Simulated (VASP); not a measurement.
# BaO (Fm-3m) in VASP: a series of runs, part 2 of 2

VASP 6.6.1.

## 5. Electrostatic potential, PBE, non-collinear spin, zero start, spin-orbit coupling

This run uses another cell than the first one, of 21.50 Å³/atom, 1.023 times its volume.

INCAR reads:

```
SYSTEM = BaO
ALGO = Normal
EDIFF = 1E-7
ENCUT = 520
GGA = PE
GGA_COMPAT = .FALSE.
ISIF = 2
ISMEAR = 0
KPAR = 4
LASPH = .TRUE.
LCHARG = .TRUE.
LORBIT = 11
LREAL = .FALSE.
LSORBIT = .TRUE.
LVHAR = .TRUE.
LWAVE = .FALSE.
MAGMOM = 0 0 0 0 0 0
NELM = 60
PREC = Accurate
SIGMA = 0.02
```

KPOINTS reads:

```
k-points
0
G
  8 8 8
  0 0 0
```

POSCAR reads:

```
BaO                                     
1.0
   -0.0000000000      2.7807066280      2.7807066280
    2.7807066280     -0.0000000000      2.7807066280
    2.7807066280      2.7807066280     -0.0000000000
  Ba              O             
     1     1
Direct
     0.0000000000000000    0.0000000000000000    0.0000000000000000
     0.5000000000000000    0.5000000000000000    0.5000000000000000
```

Potentials or basis: VASP PAW PBE potentials, release 64 (Ba_sv, O).

Started as:

```
$ cat potpaw_PBE.64/Ba_sv/POTCAR potpaw_PBE.64/O/POTCAR > POTCAR
$ mpirun -np 4 vasp_ncl > vasp.out
```

OUTCAR:

```text
SYSTEM = BaO
   EDIFF = 1E-7
   ENCUT = 520
   GGA = PE
   ISIF = 2
   ISMEAR = 0
   LASPH = .TRUE.
   LORBIT = 11
   LREAL = .FALSE.
   LSORBIT = .TRUE.
   NELM = 60
   PREC = Accurate

 ion  position               nearest neighbor table
   1  0.000  0.000  0.000-   2 2.78   2 2.78   2 2.78   2 2.78   2 2.78   2 2.78
   2  0.500  0.500  0.500-   1 2.78   1 2.78   1 2.78   1 2.78   1 2.78   1 2.78

  LATTYP: Found a face centered cubic cell.
 ALAT       =     5.5614132560

  Lattice vectors:

 A1 = (   0.0000000000,   2.7807066280,   2.7807066280)
 A2 = (   2.7807066280,   0.0000000000,   2.7807066280)
 A3 = (   2.7807066280,   2.7807066280,   0.0000000000)

Analysis of symmetry for initial positions (statically):
=====================================================================
 Subroutine PRICEL returns:
 Original cell was already a primitive cell.

 Routine SETGRP: Setting up the symmetry group for a
 face centered cubic supercell.

 Subroutine GETGRP returns: Found 48 space group operations
 (whereof 48 operations were pure point group operations)
 out of a pool of 48 trial point group operations.

The static configuration has the point symmetry O_h .

Analysis of symmetry for dynamics (positions and initial velocities):
[... 884 lines left out ...]
     0.0000000     0.0000000     0.0000000     0.0000000     0.0000000     0.0000000     0.0000000
     0.0000000     0.0000000     0.0000000     0.0000000     0.0000000     0.0000000     0.0000000
     0.0000000     0.0000000     0.0000000     0.0000000     0.0000000     0.0000000     0.0000000
     0.0000000     0.0000000     0.0000000     0.0000000     0.0000000     0.0000000     0.0000000

 Ion:    2  E_soc:     -0.0005478
 l=   1
     0.0000000    -0.0000913    -0.0000913
    -0.0000913     0.0000000    -0.0000913
    -0.0000913    -0.0000913     0.0000000
 l=   2
     0.0000000     0.0000000     0.0000000     0.0000000     0.0000000
     0.0000000     0.0000000     0.0000000     0.0000000     0.0000000
     0.0000000     0.0000000     0.0000000     0.0000000     0.0000000
     0.0000000     0.0000000     0.0000000     0.0000000     0.0000000
     0.0000000     0.0000000     0.0000000     0.0000000     0.0000000
 l=   3
     0.0000000     0.0000000     0.0000000     0.0000000     0.0000000     0.0000000     0.0000000
     0.0000000     0.0000000     0.0000000     0.0000000     0.0000000     0.0000000     0.0000000
     0.0000000     0.0000000     0.0000000     0.0000000     0.0000000     0.0000000     0.0000000
     0.0000000     0.0000000     0.0000000     0.0000000     0.0000000     0.0000000     0.0000000
     0.0000000     0.0000000     0.0000000     0.0000000     0.0000000     0.0000000     0.0000000
     0.0000000     0.0000000     0.0000000     0.0000000     0.0000000     0.0000000     0.0000000
     0.0000000     0.0000000     0.0000000     0.0000000     0.0000000     0.0000000     0.0000000

 total charge

# of ion       s       p       d       tot
------------------------------------------
    1        2.016   5.624   0.333   7.973
    2        1.559   3.375   0.000   4.934
--------------------------------------------------
tot          3.575   8.999   0.333  12.907

 magnetization (x)

# of ion       s       p       d       tot
------------------------------------------
    1        0.000  -0.000   0.000   0.000
    2        0.000   0.000   0.000   0.000
--------------------------------------------------
tot          0.000   0.000   0.000   0.000

 magnetization (y)

# of ion       s       p       d       tot
------------------------------------------
    1        0.000   0.000  -0.000  -0.000
    2       -0.000   0.000   0.000   0.000
--------------------------------------------------
tot         -0.000   0.000  -0.000   0.000

 magnetization (z)

# of ion       s       p       d       tot
------------------------------------------
    1       -0.000   0.000  -0.000  -0.000
    2        0.000  -0.000   0.000  -0.000
--------------------------------------------------
tot          0.000  -0.000  -0.000  -0.000
```

OSZICAR:

```text
N       E                     dE             d eps       ncg     rms          rms(c)
DAV:   1     0.990641094748E+02    0.99064E+02   -0.78252E+03  1392   0.123E+03
DAV:   2    -0.871146158697E+01   -0.10778E+03   -0.99635E+02  2112   0.248E+02
DAV:   3    -0.144779224896E+02   -0.57665E+01   -0.57177E+01  1928   0.595E+01
DAV:   4    -0.146116815889E+02   -0.13376E+00   -0.13372E+00  1824   0.775E+00
DAV:   5    -0.146128212793E+02   -0.11397E-02   -0.11397E-02  1848   0.687E-01    0.951E+00
DAV:   6    -0.121729755332E+02    0.24398E+01   -0.13151E+01  1616   0.274E+01    0.634E+00
DAV:   7    -0.120088008070E+02    0.16417E+00   -0.12748E+00  1608   0.882E+00    0.215E+00
DAV:   8    -0.119904183776E+02    0.18382E-01   -0.11861E-01  1624   0.365E+00    0.591E-01
DAV:   9    -0.119950838744E+02   -0.46655E-02   -0.10942E-02  1848   0.896E-01    0.186E-01
DAV:  10    -0.119964072454E+02   -0.13234E-02   -0.19691E-03  1592   0.414E-01    0.830E-02
DAV:  11    -0.119963718035E+02    0.35442E-04   -0.21790E-04  1808   0.130E-01    0.248E-02
DAV:  12    -0.119963798411E+02   -0.80376E-05   -0.12626E-04  1720   0.869E-02    0.162E-02
DAV:  13    -0.119963807637E+02   -0.92259E-06   -0.25586E-05  1520   0.433E-02    0.555E-03
DAV:  14    -0.119963813270E+02   -0.56335E-06   -0.90404E-07  1712   0.745E-03    0.351E-03
DAV:  15    -0.119963814438E+02   -0.11683E-06   -0.28219E-07  1592   0.446E-03    0.122E-03
DAV:  16    -0.119963814888E+02   -0.44993E-07   -0.77086E-08  1184   0.241E-03
   1 F= -.11996381E+02 E0= -.11996381E+02  d E =-.163523E-11  mag=     0.0000    -0.0000    -0.0000
```

It took 28 s on 4 MPI ranks of Intel Xeon Platinum 8488C (Sapphire Rapids), shared host; peak memory 0.29 GiB.

Results:

```yaml
Free_energy: -11.9964 eV
Pressure: 2.1 GPa
Net_moment: 0.00 μB per cell
Valence_electrons_inside_the_program's_atomic_spheres: Ba 7.97; O 4.93
```

Moments on the atoms (μB; x, y, z):
```
Ba  0.00 0.00 0.00
O   0.00 0.00 0.00
```

## 6. Overview

```csv
task,level,spin,cell,k mesh,cutoff (eV),grid for exact exchange (PRECFOCK),screening parameter,gap on the mesh (eV),pressure (GPa)
relaxation of cell and atoms,r2SCAN+rVV10,off,relaxed,8 × 8 × 8,600,-,-,2.30,0.0
electrostatic potential,r2SCAN+rVV10,off,"Fm-3m, 21.5 Å³/atom",8 × 8 × 8,520,-,-,2.30,0.1
electrostatic potential,HSE06,off,"Fm-3m, 21.5 Å³/atom",6 × 6 × 6,520,Fast,0.2 1/A,3.31,0.3
electrostatic potential,PBE,"non-collinear, zero start, SOC","Fm-3m, 21.5 Å³/atom",8 × 8 × 8,520,-,-,-,2.1
```

Alike in all rows: potentials or basis VASP PAW PBE potentials, release 64 (Ba_sv, O); smearing gaussian 0.02 eV.

The pressure there spans 0.1 GPa (r2SCAN+rVV10) to 2.1 GPa (PBE); a positive pressure means that this level wants a larger cell, a negative one a smaller.

Caveats: the PAW data sets were made with another functional, which shifts forces and pressure a little (some runs); spin-orbit coupling is left out, which moves the levels of the heavy elements (some runs).

Absolute energies hang on the potentials; compare differences alone.
